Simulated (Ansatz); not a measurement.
We consider chalcopyrite CuInS2, described by PBE (Ansatz, a first-principles code, PAW).

Settings: plane-wave cutoff 520 eV, 10×10×10 k mesh, Fermi–Dirac smearing 0.01 eV, no spin polarisation, scalar-relativistic PAW data made under PBE.

Computed at the level's own relaxed cell.

Question: Give the computed bulk modulus, lattice parameter c, equilibrium lattice constant a and pressure derivative B′ of the bulk modulus.

Answer: 
- bulk modulus: 64.7 GPa
- lattice parameter c: 11.233 Å
- equilibrium lattice constant a: 5.577 Å
- pressure derivative B′ of the bulk modulus: 4.9

The run finds no gap.

Measured, for comparison: lattice parameter c 11.133 Å, lattice constant a 5.523 Å (298 K, not corrected to a static lattice; as tabulated in Abstract on Scilit: Piezoelectric nonlinear optic CuGaS2 and CuInS2 crystal …). Computed (rounded) less measured: lattice parameter c +0.9 %, lattice constant a +1.0 %.

Note: the gap of the solid is closed in this run; this level leaves the solid without a gap, although one is measured; the bulk modulus comes from volumes at which shape and atoms were relaxed.

Spin–orbit coupling is not included; it can open a gap where bands touch, and shift volumes and moduli.

The computed numbers hold no vibrational or temperature effects.

The result took around 50 core-minutes (rough).
